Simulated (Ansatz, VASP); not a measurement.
## One calculation of FeSi, two programs

The input INCAR:

```
SYSTEM = FeSi
PREC     = Accurate       ! precision mode
ENCUT    = 520            ! plane-wave cutoff, eV
EDIFF    = 1E-7           ! SCF threshold, eV
ISMEAR   = 0              ! smearing method
SIGMA    = 0.01           ! smearing width, eV
LREAL    = .False.        ! projectors in reciprocal space
LASPH    = .True.         ! aspherical terms in the spheres
NELM     = 60             ! most SCF steps
ALGO     = Normal         ! electronic algorithm
ISIF     = 2              ! what is computed and relaxed
LWAVE    = .False.        ! write WAVECAR
LCHARG   = .False.        ! write CHGCAR
GGA      = PE             ! functional
NBANDS   = 34             ! bands
```

KPOINTS

```
Automatic mesh
0
Gamma
  8 8 8
  0 0 0
```

Contents of POSCAR:

```
FeSi
1.0
    4.4480343810      0.0000000000      0.0000000000
    0.0000000000      4.4480343810      0.0000000000
    0.0000000000      0.0000000000      4.4480343810
Fe Si
4 4
Direct
    0.1359940297      0.1359940297      0.1359940297
    0.3640059703      0.8640059703      0.6359940297
    0.6359940297      0.3640059703      0.8640059703
    0.8640059703      0.6359940297      0.3640059703
    0.8407200305      0.8407200305      0.8407200305
    0.6592799695      0.1592799695      0.3407200305
    0.3407200305      0.6592799695      0.1592799695
    0.1592799695      0.3407200305      0.6592799695
```

Input for Ansatz:

```yaml
crystal:
  lattice:
    - [4.448034381, 0.0, 0.0]
    - [0.0, 4.448034381, 0.0]
    - [0.0, 0.0, 4.448034381]
  atoms:
    - { symbol: Fe, position: [0.1359940297, 0.1359940297, 0.1359940297] }
    - { symbol: Fe, position: [0.3640059703, 0.8640059703, 0.6359940297] }
    - { symbol: Fe, position: [0.6359940297, 0.3640059703, 0.8640059703] }
    - { symbol: Fe, position: [0.8640059703, 0.6359940297, 0.3640059703] }
    - { symbol: Si, position: [0.8407200305, 0.8407200305, 0.8407200305] }
    - { symbol: Si, position: [0.6592799695, 0.1592799695, 0.3407200305] }
    - { symbol: Si, position: [0.3407200305, 0.6592799695, 0.1592799695] }
    - { symbol: Si, position: [0.1592799695, 0.3407200305, 0.6592799695] }
basis:
  ecutwfc: 420
kpoints:
  mp_grid: { grid: [8, 8, 8] }
hamiltonian:
  xc: pbe
scf:
  occupations: { method: gaussian, width: 0.01 }
output:
  forces: true
  eigenvalues: true
  stress: true
accuracy: high
```

Alike in both runs: task single point; functional PBE; k mesh 8 × 8 × 8; occupations gaussian, width 0.01 eV; no spin polarisation.

|  | VASP | Ansatz |
| --- | --- | --- |
| version | VASP 6.6.1 | Ansatz 0.2.0 |
| potentials or method | VASP PAW PBE potentials, release 64 (Fe, Si) | scalar-relativistic, plane waves, PAW |
| plane-wave cutoff (eV) | 520 | 420 |
| valence electrons in the cell | 48 | 80 |

VASP gave:

| Item | Value |
| --- | --- |
| gap on the k mesh at the Fermi level (eV) | 0.16 |
| pressure (GPa) | 0.2 |
| rms of the force components (eV/Å) | 0.014 |

Task: Which values does Ansatz return?

Result: gap on the k mesh at the Fermi level (eV): 0.17; pressure (GPa): 0.0; rms of the force components (eV/Å): 0.000.

Atom by atom the forces differ by 0.014 eV/Å (rms over components). The two sets of potentials don't hold the same shells in valence.

Spin polarisation is off, so any magnetic state and its effect on volume and gap are missing.
